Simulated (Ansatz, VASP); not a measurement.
GaN in VASP and in Ansatz

```xyz
2
Lattice="0.0000 2.0093 2.4112 2.0093 0.0000 2.4112 2.0093 2.0093 0.0000" Properties=species:S:1:pos:R:3 pbc="T T T"
Ga    0.0000    0.0000    0.0000
N     2.0093    2.0093    2.4112
```

Alike in both runs: task single point; functional PBEsol; k mesh 16 × 16 × 16; occupations gaussian, width 0.03 eV; no spin polarisation.

|  | VASP | Ansatz |
| --- | --- | --- |
| version | VASP 6.6.1 | Ansatz 0.2.0 |
| potentials or method | VASP PAW PBE potentials, release 64 (Ga_d, N) | scalar-relativistic, plane waves, PAW |
| plane-wave cutoff (eV) | 520 | 420 |
| valence electrons in the cell | 18 | 18 |

|  | VASP | Ansatz | Ansatz less VASP |
| --- | --- | --- | --- |
| gap on the k mesh at the Fermi level (eV) | none | none | - |
| pressure (GPa) | 3.4 | 3.2 | -0.18 |
| largest component of the traceless stress (GPa) | 17.06 | 17.13 | +0.064 |

A gap of «none» marks a metal or a gap that the smearing closes.

Caveats: the PAW data sets were made with another functional, which shifts forces and pressure a little (VASP).
